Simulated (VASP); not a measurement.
# Ti (Fm-3m) in VASP: further runs, part 2 of 3

VASP 6.6.1.

## Step 3: Single point, PBE (volume scaled by 1.06)

INCAR reads:

```
SYSTEM = Ti
PREC = Accurate
ENCUT = 520
EDIFF = 1E-6
ISMEAR = -1
SIGMA = 0.05
LREAL = .False.
LASPH = .True.
NELM = 100
ALGO = Fast
ISIF = 2
LWAVE = .False.
LCHARG = .False.
GGA = PE
NBANDS = 12
```

KPOINTS reads:

```
regular mesh
0
Gamma
  11 11 11
  0 0 0
```

POSCAR reads:

```
Ti
1.0
    0.0000000000      2.0698140295      2.0698140295
    2.0698140295      0.0000000000      2.0698140295
    2.0698140295      2.0698140295      0.0000000000
Ti
1
Direct
    0.0000000000      0.0000000000      0.0000000000
```

Potentials or basis: VASP PAW PBE potentials, release 64 (Ti_sv).

Launch:

```sh
$ cat potpaw_PBE.64/Ti_sv/POTCAR > POTCAR
$ mpirun -np 1 vasp_std > vasp.out
```

OUTCAR:

```text
SYSTEM = Ti
   PREC = Accurate
   ENCUT = 520
   EDIFF = 1E-6
   ISMEAR = -1
   LREAL = .False.
   LASPH = .True.
   NELM = 100
   ISIF = 2
   GGA = PE

 ion  position               nearest neighbor table
   1  0.000  0.000  0.000-

  LATTYP: Found a face centered cubic cell.
 ALAT       =     4.1396280590

  Lattice vectors:

 A1 = (   0.0000000000,   2.0698140295,   2.0698140295)
 A2 = (   2.0698140295,   0.0000000000,   2.0698140295)
 A3 = (   2.0698140295,   2.0698140295,   0.0000000000)

Analysis of symmetry for initial positions (statically):
=====================================================================
 Subroutine PRICEL returns:
 Original cell was already a primitive cell.

 Routine SETGRP: Setting up the symmetry group for a
 face centered cubic supercell.

 Subroutine GETGRP returns: Found 48 space group operations
 (whereof 48 operations were pure point group operations)
 out of a pool of 48 trial point group operations.

The static configuration has the point symmetry O_h .

Analysis of symmetry for dynamics (positions and initial velocities):
=====================================================================
 Subroutine PRICEL returns:
 Original cell was already a primitive cell.

 Routine SETGRP: Setting up the symmetry group for a
 face centered cubic supercell.

 Subroutine GETGRP returns: Found 48 space group operations
 (whereof 48 operations were pure point group operations)
 out of a pool of 48 trial point group operations.

The dynamic configuration has the point symmetry O_h .

 Subroutine INISYM returns: Found 48 space group operations
 (whereof 48 operations are pure point group operations),
 and found     1 'primitive' translations

----------------------------------------------------------------------------------------

                                     Primitive cell

  volume of cell :      17.7347

  direct lattice vectors                    reciprocal lattice vectors
     0.000000000  2.069814029  2.069814029    -0.241567596  0.241567596  0.241567596
     2.069814029  0.000000000  2.069814029     0.241567596 -0.241567596  0.241567596
     2.069814029  2.069814029  0.000000000     0.241567596  0.241567596 -0.241567596

  length of vectors
     2.927159072  2.927159072  2.927159072     0.418407350  0.418407350  0.418407350

  position of ions in fractional coordinates (direct lattice)
     0.000000000  0.000000000  0.000000000

  ion indices of the primitive-cell ions
   primitive index   ion index
                 1           1

----------------------------------------------------------------------------------------

 KPOINTS: regular mesh

Automatic generation of k-mesh.
 Grid dimensions read from file:
 generate k-points for:   11   11   11

 Generating k-lattice:

  Cartesian coordinates                     Fractional coordinates (reciprocal lattice)
    -0.021960691  0.021960691  0.021960691     0.090909091  0.000000000  0.000000000
     0.021960691 -0.021960691  0.021960691     0.000000000  0.090909091  0.000000000
     0.021960691  0.021960691 -0.021960691     0.000000000  0.000000000  0.090909091

  Length of vectors
     0.038037032  0.038037032  0.038037032

  Shift w.r.t. Gamma in fractional coordinates (k-lattice)
     0.000000000  0.000000000  0.000000000

 Subroutine IBZKPT returns following result:
 ===========================================

 Found     56 irreducible k-points:

 Following reciprocal coordinates:
            Coordinates               Weight
  0.000000  0.000000  0.000000      1.000000
  0.090909  0.000000  0.000000      8.000000
  0.181818  0.000000  0.000000      8.000000
  0.272727  0.000000  0.000000      8.000000
  0.363636  0.000000  0.000000      8.000000
  0.454545  0.000000  0.000000      8.000000
[... 16 lines left out ...]
 -0.272727  0.181818  0.000000     24.000000
 -0.181818  0.181818  0.000000     12.000000
 [... further k-points ...]
   k-points           NKPTS =     56   k-points in BZ     NKDIM =     56   number of bands    NBANDS=     12
   number of dos      NEDOS =    301   number of ions     NIONS =      1
   total plane-waves  NPLWV =  13824
   dimension x,y,z NGX =    24 NGY =   24 NGZ =   24
   dimension x,y,z NGXF=    48 NGYF=   48 NGZF=   48
   ions per type =               1
   NGX,Y,Z   is equivalent  to a cutoff of  13.63, 13.63, 13.63 a.u.
   NGXF,Y,Z  is equivalent  to a cutoff of  27.26, 27.26, 27.26 a.u.
 SYSTEM =  Ti
   PREC   = accura    normal or accurate (medium, high low for compatibility)
   ISTART =      0    job   : 0-new  1-cont  2-samecut
   ICHARG =      2    charge: 1-file 2-atom 10-const
   ISPIN  =      1    spin polarized calculation?
   LNONCOLLINEAR =      F non collinear calculations
   LSORBIT =      F    spin-orbit coupling
   LASPH  =      T    aspherical Exc in radial PAW
   ENCUT  =  520.0 eV  38.22 Ry    6.18 a.u.   5.44  5.44  5.44*2*pi/ulx,y,z
   NELM   =    100;   NELMIN=  2; NELMDL= -5     # of ELM steps
   EDIFF  = 0.1E-05   stopping-criterion for ELM
   LREAL  =      F    real-space projection
   EDIFFG = 0.1E-04   stopping-criterion for IOM
   NSW    =      0    number of steps for IOM
   IBRION =     -1    ionic relax: 0-MD 1-quasi-New 2-CG
   NFREE  =      0    steps in history (QN), initial steepest desc. (CG)
   ISIF   =      2    stress and relaxation
   ISYM   =      2    0-nonsym 1-usesym 2-fastsym
   POTIM  = 0.5000    time-step for ionic-motion
   TEBEG  =    0.0;   TEEND  =   0.0 temperature during run
   PSTRESS=    0.0 pullay stress
   NELECT =      12.0000    total number of electrons
   NUPDOWN=      -1.0000    fix difference up-down
   EMIN   =  10.00;   EMAX   =-10.00  energy-range for DOS
   EFERMI =   0.00;   METHOD = LEGACY
   ISMEAR =    -1;   SIGMA  =   0.05  broadening in eV -4-tet -1-fermi 0-gaus
   EFERMI_NEDOS =   21; number of points for ismear=-14 and -15
   IALGO  =     68    algorithm
   IMIX   =      4    mixing-type and parameters
     AMIX     =   0.40;   BMIX     =  1.00
     AMIX_MAG =   1.60;   BMIX_MAG =  1.00
  volume/ion in A,a.u.               =      17.73       119.68
  Fermi-wavevector in a.u.,A,eV,Ry     =   1.437233  2.715977 28.104730  2.065639
  Thomas-Fermi vector in A             =   2.556334
   LORBIT       =      0    0 simple, 1 ext, 2 COOP (PROOUT), +10 PAW based schemes
   GGA     = PE    functional components
   LHFCALC =     F    Hartree Fock is set to
   AEXX    =    0.0000 exact exchange contribution
   IVDW    =     0    specifies the selected vdW correction
   LEPSILON=     F    determine dielectric tensor
   LRPA    =     F    only Hartree local field effects (RPA)
 non-spin polarized calculation
 RMM-DIIS sequential band-by-band and
  energy-cutoff  :      520.00
  volume of cell :       17.73
 maximum number of plane-waves:       531
 NGX is ok and might be reduce to    24
   NGX = 11   NGY = 11   NGZ = 11

 number of electron      11.9999999 magnetization

 Free energy of the ion-electron system (eV)
  ---------------------------------------------------
  ext. energy  EPLUGINS =         0.00000000
  ---------------------------------------------------
  free energy    TOTEN  =        -7.78421501 eV

  energy without entropy =       -7.77083761  energy(sigma->0) =       -7.77752631

 E-fermi :   7.9972     XC(G=0): -11.3999

 val. band max:        7.9900118429   @ k =  -0.3636   0.0909   0.0000
 cond. band min:       7.9976416068   @ k =   0.1818   0.1818   0.0000
 fundamental gap:      0.0076297639
 Fermi energy:         7.9972046969

 k-point     1 :       0.0000    0.0000    0.0000
  band No.  band energies     occupation
      1     -48.7385      2.00000
      2     -24.6213      2.00000
      3     -24.6213      2.00000
      4     -24.6213      2.00000
      5       1.9547      2.00000
      6       8.8669      0.00000
      7       8.8669      0.00000
      8       8.8669      0.00000
      9      10.4522      0.00000
     10      10.4522      0.00000
     11      23.1310      0.00000
     12      27.5034      0.00000
[... 331 lines left out ...]
 k-point    24 :      -0.1818    0.1818    0.0000
  band No.  band energies     occupation
      1     -48.6644      2.00000
      2     -24.9659      2.00000
      3     -24.7633      2.00000
      4     -24.6615      2.00000
      5       4.3841      2.00000
      6       7.8350      1.92494
      7       8.7925      0.00000
      8       9.7175      0.00000
      9       9.7249      0.00000
     10      11.3683      0.00000
     11      21.2194      0.00000
     12      21.6308      0.00000

 [... further k-points ...]

------------------------ aborting loop because EDIFF is reached ----------------------------------------

  FORCE on cell =-STRESS in cart. coord.  units (eV):
  Direction    XX          YY          ZZ          XY          YZ          ZX
  --------------------------------------------------------------------------------------
  -------------------------------------------------------------------------------------
  Total       -0.2755281     -0.2755281     -0.2755281      0.0000000     -0.0000000      0.0000000
  in kB      -24.8915786    -24.8915786    -24.8915786      0.0000000     -0.0000000      0.0000000
  external PRESSURE =     -24.8915786 kB  Pullay stress =       0.0000000 kB

 VOLUME and BASIS-vectors are now :
 -----------------------------------------------------------------------------
  energy-cutoff  :      520.00
  volume of cell :       17.73
      direct lattice vectors                 reciprocal lattice vectors
     0.000000000  2.069814029  2.069814029    -0.241567596  0.241567596  0.241567596
     2.069814029  0.000000000  2.069814029     0.241567596 -0.241567596  0.241567596
     2.069814029  2.069814029  0.000000000     0.241567596  0.241567596 -0.241567596

 POSITION                                       TOTAL-FORCE (eV/Angst)
 -----------------------------------------------------------------------------------
      0.00000      0.00000      0.00000        -0.000000     -0.000000     -0.000000
 -----------------------------------------------------------------------------------
    total drift:                               -0.000000      0.000000     -0.000000

  FREE ENERGIE OF THE ION-ELECTRON SYSTEM (eV)
  ---------------------------------------------------
  free  energy   TOTEN  =        -7.7842150139 eV

  energy  without entropy=       -7.7708376111  energy(sigma->0) =       -7.77752631
```

stdout:

```text
POSCAR found type information on POSCAR Ti
 POSCAR found :  1 types and       1 ions
 scaLAPACK will be used
 LDA part: xc-table for (Slater+PW92), standard interpolation
 POSCAR, INCAR and KPOINTS ok, starting setup
 FFT: planning ... GRIDC
 FFT: planning ... GRID_SOFT
 FFT: planning ... GRID
 WAVECAR not read
 entering main loop
WARNING in EDDRMM: call to ZHEGV failed, returncode =   6  3     10
```

Wall time 16 s (1 thread of Intel Xeon 6975P-C (Granite Rapids), shared host); peak memory 0.13 GiB.

Results:

```yaml
Free_energy: -7.7842 eV
Pressure: -2.5 GPa
Band_gap_on_the_k_mesh: none (metal or under the smearing width)
```

## Step 4: Single point, PBE (volume scaled by 1.04)

INCAR reads:

```
SYSTEM = Ti
PREC     = Accurate       ! precision mode
ENCUT    = 520            ! plane-wave cutoff, eV
EDIFF    = 1E-7           ! SCF threshold, eV
ISMEAR   = -1             ! smearing method
SIGMA    = 0.05           ! smearing width, eV
LREAL    = .False.        ! projectors in reciprocal space
LASPH    = .True.         ! aspherical terms in the spheres
NELM     = 100            ! most SCF steps
ALGO     = Normal         ! electronic algorithm
ISIF     = 2              ! what is computed and relaxed
LWAVE    = .False.        ! write WAVECAR
LCHARG   = .True.         ! write CHGCAR
GGA      = PE             ! functional
LELF     = .True.         ! ELF
LVHAR    = .True.       
NBANDS   = 12             ! bands
```

KPOINTS reads:

```
Automatic mesh
0
Gamma
  11 11 11
  0 0 0
```

POSCAR reads:

```
Ti
1.0
    0.0000000000      2.0567135898      2.0567135898
    2.0567135898      0.0000000000      2.0567135898
    2.0567135898      2.0567135898      0.0000000000
Ti
1
Direct
    0.0000000000      0.0000000000      0.0000000000
```

Launch:

```sh
$ cat potpaw_PBE.64/Ti_sv/POTCAR > POTCAR
$ mpirun -np 1 vasp_std > vasp.out
```

Wall time 10 s (1 thread of Intel Xeon 6975P-C (Granite Rapids), shared host); peak memory 0.13 GiB.

It converged, with:

```
Free energy            : -7.7872 eV
Pressure               : -0.5 GPa
Band gap on the k mesh : none (metal or under the smearing width)
```

Levels at points of the mesh, in eV from the Fermi level:
| k point | band 2 | band 3 | band 4 | band 5 | band 6 | band 7 | band 8 | band 9 | band 10 | band 11 |
| --- | --- | --- | --- | --- | --- | --- | --- | --- | --- | --- |
| (0.00, 0.00, 0.00) | -32.56 | -32.56 | -32.56 | -6.09 | 0.88 | 0.88 | 0.88 | 2.51 | 2.51 | 15.24 |

(Continued in part 3 of 3.)
